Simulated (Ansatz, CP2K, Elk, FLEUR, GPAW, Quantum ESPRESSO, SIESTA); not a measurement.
# One structure in several programs: GeTe (R3m, 2 atoms in the cell)

Self-consistent single point, at a second geometry (lattice scaled by 0.98). First geometry:

```yaml
crystal:
  lattice:
    - [2.05428, 1.18604, 3.60839]
    - [-2.05428, 1.18604, 3.60839]
    - [0.00000, -2.37208, 3.60839]
  atoms:
    - { symbol: Ge, position: [0.99223, 0.99223, 0.99223] }
    - { symbol: Te, position: [0.52878, 0.52878, 0.52878] }
```

Shared settings, as Ansatz (a program for electronic structure) writes them: kpoints.mp_grid.grid = 10 10 10; scf.occupations.method = fixed. Potentials and cutoffs stand in the table.

```tsv
code	model	ΔF from the first geometry (meV/atom)	pressure (GPa)	largest force (eV/Å)	gap on the mesh (eV)	cutoff
Ansatz	PBE, PAW files	60.7	8.46	0.755	0.322	default
CP2K	PBE, GPW, DZVP-MOLOPT-SR-GTH basis, GTH-PBE potentials (GTH_POTENTIALS)	71.5	9.73	0.821	0.311	grid 400 Ry
GPAW	PBE, GPAW PAW datasets PBE (gpaw-data 1.0.1)	57.9	8.17	0.778	0.333	550 eV
Elk	PBE, all-electron FP-LAPW, Elk's shipped species files, LAPW+lo basis	57.4	–	–	0.316	rgkmax 8
Quantum ESPRESSO	PBE, PSlibrary PAW (PBE) pseudopotentials	61.1	8.56	0.798	0.320	40 Ry
SIESTA	GGA PBE, numerical atomic orbitals TZP, PseudoDojo PBE standard norm-conserving potentials (rewritten from UPF to PSML)	68.8	10.57	1.234	0.368	grid 350 Ry
FLEUR	PBE, all-electron FLAPW (FLEUR), scalar-relativistic valence	63.7	–	–	0.315	Kmax 4.1 1/bohr
```

A dash marks a value that a program does not give, or that is left out as unsure.

Gaps are read on the mesh.

On Ansatz's run: spin-orbit coupling is off.

The spread over the programs that give each value: ΔF from the first geometry within 14.1 meV/atom; pressure within 2.40 GPa; largest force within 0.479 eV/Å; gap on the mesh within 0.057 eV.

CP2K and SIESTA use small atom-centred bases, whose incompleteness enters pressures, forces and empty levels differently from a plane-wave cutoff. Elk and FLEUR treat all electrons, but the usual bases taken here (sphere radii, linearisation, local orbitals, empty states) were not tested for convergence, so the values are no reference for the others. Ansatz's pressure is given at a fixed set of plane waves, as the other plane-wave codes print theirs; with its correction for the finite basis it is 8.49 GPa. In the pressure, CP2K (by 1.27) and SIESTA (by 2.11) lie more than 1 GPa from the median of the plane-wave programs. In the force vectors, SIESTA (by 0.462) lies more than 0.08 eV/Å from the median of the plane-wave programs.

The starting cell comes from a database of computed structures (which also holds hypothetical and non-ambient phases and stackings), without a prior relaxation at this level. Its lattice was rescaled by a random factor within 2.5 % of one. For this run, on top of that: lattice scaled by 0.98.

Keys are those of Ansatz 0.2.
